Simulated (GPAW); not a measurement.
The system is MnSb.

```
Sb Mn
1.0
     0.00000    2.79502    2.79502
     2.79502    0.00000    2.79502
     2.79502    2.79502    0.00000
Sb Mn
1 1
Direct
  0.50000 0.50000 0.50000
  0.00000 0.00000 0.00000
```

The cell comes from a database or a generator and needn't be the stable form of this composition.

| Property | Result |
| --- | --- |
| Program | GPAW 26.7.0 |
| Task | single point |
| Functional | PBE |
| Potentials or basis | GPAW PAW data sets (gpaw-data 1.2.1) |
| Cutoff | 600 eV |
| Basis | pw |
| k mesh | 8 × 8 × 8 |
| Occupations | fermi-dirac, width 0.05 eV |
| Spin | collinear spin, ferromagnetic start |
| Starting moments | [0.0, 4.0] μB |

On this cell: pressure -0.7 GPa; largest force zero by symmetry; net moment 3.84 μB per cell; site moments Sb -0.10; Mn +3.68 μB; band gap on the k mesh none (metal or under the smearing width).

The same run follows on a disturbed copy (atoms moved at random, drawn with an rms of 0.05 Å):

```
Sb Mn
1.0
     0.00000    2.79502    2.79502
     2.79502    0.00000    2.79502
     2.79502    2.79502    0.00000
Sb Mn
1 1
Direct
  0.51672 0.49187 0.49484
  0.98984 0.01443 0.99744
```

Problem. What changes?

Solution. The energy (extrapolated to zero smearing) moves by +10.2 meV/atom; pressure -0.4 GPa; largest force 0.418 eV/Å; net moment 3.84 μB per cell; site moments Sb -0.10; Mn +3.67 μB; band gap on the k mesh none (metal or under the smearing width).

Forces on the atoms (eV/Å):
```
Sb   0.299 -0.288 -0.050
Mn  -0.299  0.288  0.050
```

Stress tensor (GPa, compression positive):
```
-0.25  0.14  0.02
 0.14 -0.28 -0.02
 0.02 -0.02 -0.77
```

Caveats: a cell with one magnetic atom can't hold antiferromagnetic order, which such compounds often take.
